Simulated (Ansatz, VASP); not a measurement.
## Ag: VASP beside Ansatz

INCAR

```
PREC     = Accurate       # precision mode
ENCUT    = 520            # plane-wave cutoff, eV
EDIFF    = 1E-6           # SCF threshold, eV
ISMEAR   = -1             # smearing method
SIGMA    = 0.05           # smearing width, eV
LREAL    = F              # projectors in reciprocal space
LASPH    = T              # aspherical terms in the spheres
NELM     = 100            # most SCF steps
ALGO     = Normal         # electronic algorithm
ISIF     = 2              # what is computed and relaxed
LWAVE    = F              # write WAVECAR
LCHARG   = T              # write CHGCAR
GGA      = PE             # functional
LELF     = T              # ELF
LVHAR    = T            
NBANDS   = 18             # bands
```

File KPOINTS:

```
Automatic mesh
0
Gamma
  10 10 6
```

POSCAR

```
Ag
1.0
    2.8904005511      0.0000000000      0.0000000000
   -1.4452002756      2.5031603044      0.0000000000
    0.0000000000      0.0000000000      4.7252623344
Ag
2
Direct
    0.6666666667      0.3333333333      0.7500000000
    0.3333333333      0.6666666667      0.2500000000
```

input.yaml

```yaml
crystal:
  lattice:
    - [2.8904005511, 0.0, 0.0]
    - [-1.4452002756, 2.5031603044, 0.0]
    - [0.0, 0.0, 4.7252623344]
  atoms:
    - { symbol: Ag, position: [0.6666666667, 0.3333333333, 0.75] }
    - { symbol: Ag, position: [0.3333333333, 0.6666666667, 0.25] }
kpoints:
  mp_grid: { grid: [10, 10, 6] }
scf:
  occupations: { method: fermi_dirac, width: 0.05 }
hamiltonian:
  xc: pbe
  pseudopotentials: { kind: all_electron, lapw: { basis_error: 0.0005 } }
output:
  forces: true
  stress: true
  eigenvalues: true
```

Change from the starting cell: volume scaled by 0.96.

Alike in both runs: task single point; functional PBE; k mesh 10 × 10 × 6; occupations fermi-dirac, width 0.05 eV; no spin polarisation.

|  | VASP | Ansatz |
| --- | --- | --- |
| version | VASP 6.6.1 | Ansatz 0.2.0 |
| potentials or method | VASP PAW PBE potentials, release 64 (Ag) | all-electron LAPW, scalar-relativistic |
| plane-wave cutoff (eV) | 520 | see its input |

Ansatz gave:

| Quantity | Value |
| --- | --- |
| gap on the k mesh at the Fermi level (eV) | none |
| pressure (GPa) | 4.9 |
| largest component of the traceless stress (GPa) | 0.43 |

Q: What did VASP give for the same quantities?

A: gap on the k mesh at the Fermi level (eV): none; pressure (GPa): 4.7; largest component of the traceless stress (GPa): 0.44.

A gap of «none» marks a metal or a gap that the smearing closes. Ansatz ran all-electron here, so the differences hold the error of VASP's frozen core and of both bases.
